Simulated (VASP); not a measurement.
Set up this calculation in VASP 6.6.1, as the native input.

| Quantity | Value |
| --- | --- |
| Task | relaxation of cell and atoms |
| Functional | PBE |
| Potentials or basis | VASP PAW PBE potentials, release 64 (Cu, I) |
| Cutoff | 600 eV |
| k mesh | 8 × 8 × 8 |
| Occupations | gaussian, width 0.03 eV |
| Spin | no spin polarisation |
| Target pressure | 0.63 GPa |
| Further INCAR settings | ALGO = Normal; EDIFF = 1e-07; IBRION = 2; EDIFFG = -0.005; NSW = 90; ISIF = 3 |
| Target pressure | 0.63 GPa |

The structure of CuI (Marshite) lies in POSCAR:

```
CuI                                     
1.0
    0.0000000000      3.0238075497      3.0238075497
    3.0238075497      0.0000000000      3.0238075497
    3.0238075497      3.0238075497      0.0000000000
  Cu              I             
     1     1
Direct
     0.2500000000000000    0.2500000000000000    0.2500000000000000
     0.0000000000000000    1.0000000000000000    0.0000000000000000
```

These files were run (other wordings do the same):

INCAR

```
SYSTEM = CuI
ALGO = Normal ; EDIFF = 1E-7
EDIFFG = -0.005 ; ENCUT = 600
GGA = PE ; IBRION = 2
ISIF = 3 ; ISMEAR = 0
LASPH = .TRUE. ; LCHARG = .FALSE.
LREAL = .FALSE. ; LWAVE = .FALSE.
NELM = 80 ; NSW = 90
PREC = Accurate ; PSTRESS = 6.3
SIGMA = 0.03
```

KPOINTS

```
k-points
0
G
  8 8 8
  0 0 0
```

Potentials or basis: VASP PAW PBE potentials, release 64 (Cu, I).

Launch:

```bash
$ cat potpaw_PBE.64/Cu/POTCAR potpaw_PBE.64/I/POTCAR > POTCAR
$ mpirun -np 1 vasp_std > vasp.out
```

Results of the run:

```yaml
Relaxed_volume: 27.68 Å³/atom
Relaxed_cell: a = 4.278 Å, b = 4.278 Å, c = 4.278 Å, α = 60.00°, β = 60.00°, γ = 60.00°
Space_group_after_relaxing_to_0.05_Å: F-43m (No. 216)
Energy_change_on_relaxing_the_enthalpy_is_what_falls: -0.1 meV/atom
Ionic_steps: 2
Pressure_after_relaxing: 0.6 GPa
Band_gap_on_the_k_mesh: 1.16 eV, direct
```

Caveat: the cell is relaxed towards a set pressure, so the enthalpy falls and the energy may rise; spin-orbit coupling is left out, which moves the levels of the heavy elements.

Wall time 30 s on 1 thread of AMD EPYC 9R45 96-Core Processor (Zen 5) (shared host), peak memory 0.19 GiB.
